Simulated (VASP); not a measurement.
# CoO: single point with PBE

The system is CoO.

```xyz
4
Lattice="3.1976 0.0000 0.0000 -1.5988 2.7692 0.0000 0.0000 0.0000 5.2287" Properties=species:S:1:pos:R:3 pbc="T T T"
Co    0.0000    1.8462    2.6319
Co    0.0000    0.0000    0.0182
O     0.0000    1.8462    4.5571
O     0.0000    0.0000    1.9430
```

Measurements of this composition are mostly on another form, of space group No. 225.

| Item | Value |
| --- | --- |
| Program | VASP 6.6.1 |
| Task | single point |
| Functional | PBE |
| Potentials or basis | VASP PAW PBE potentials, release 64 (Co, O) |
| Cutoff | 900 eV |
| k mesh | 12 × 12 × 7 |
| Occupations | gaussian, width 0.02 eV |
| Spin | collinear spin, ferromagnetic start |
| Starting moments | [2.0, 2.0, 0.0, 0.0] μB |
| Further INCAR settings | ADDGRID = False; ALGO = Normal; EDIFF = 1e-08; NBANDS = 27 |

```yaml
Pressure: 2.0 GPa
Largest_force: 0.309 eV/Å
Band_gap_on_the_k_mesh: none (metal or under the smearing width)
Net_moment: 5.94 μB per cell
Site_moments: Co +2.52; O +0.32 μB
Valence_electrons_inside_the_program's_atomic_spheres: Co 7.97; O 5.00
```

Forces in eV/Å, atoms in the order of the input:
```
Co   0.000  0.000 -0.302
Co   0.000  0.000 -0.309
O    0.000  0.000  0.306
O    0.000  0.000  0.305
```

Stress tensor (GPa, compression positive):
```
0.96 0.00 0.00
0.00 0.96 0.00
0.00 0.00 4.15
```

Levels at points of the mesh, in eV from the Fermi level:
Spin up:
```csv
k point,band 14,band 15,band 16,band 17,band 18,band 19,band 20,band 21,band 22,band 23
"(0.00, 0.00, 0.00)",-0.74,-0.74,-0.10,0.11,0.11,0.17,5.35,6.96,13.48,13.48
"(0.50, 0.00, 0.00)",-2.08,-2.03,-1.74,-0.66,-0.61,5.57,5.91,7.03,9.21,10.54
```
Spin down:
```csv
k point,band 8,band 9,band 10,band 11,band 12,band 13,band 14,band 15,band 16,band 17
"(0.00, 0.00, 0.00)",-4.60,-0.91,-0.91,-0.28,-0.28,0.26,0.69,1.61,1.61,2.54
"(0.50, 0.00, 0.00)",-4.39,-0.86,-0.62,-0.37,-0.26,0.12,0.28,0.76,0.84,1.57
```

Wall time 5.7 min on 1 thread of Intel(R) Xeon(R) 6975P-C (Granite Rapids), on a shared host, peak memory 0.59 GiB.

Caveat: semilocal functionals often make such compounds metallic where correlation or magnetic order opens a gap, which also shifts bond lengths. With open d or f shells a metallic result of PBE can be an artefact of self-interaction; +U or a hybrid may open a gap.
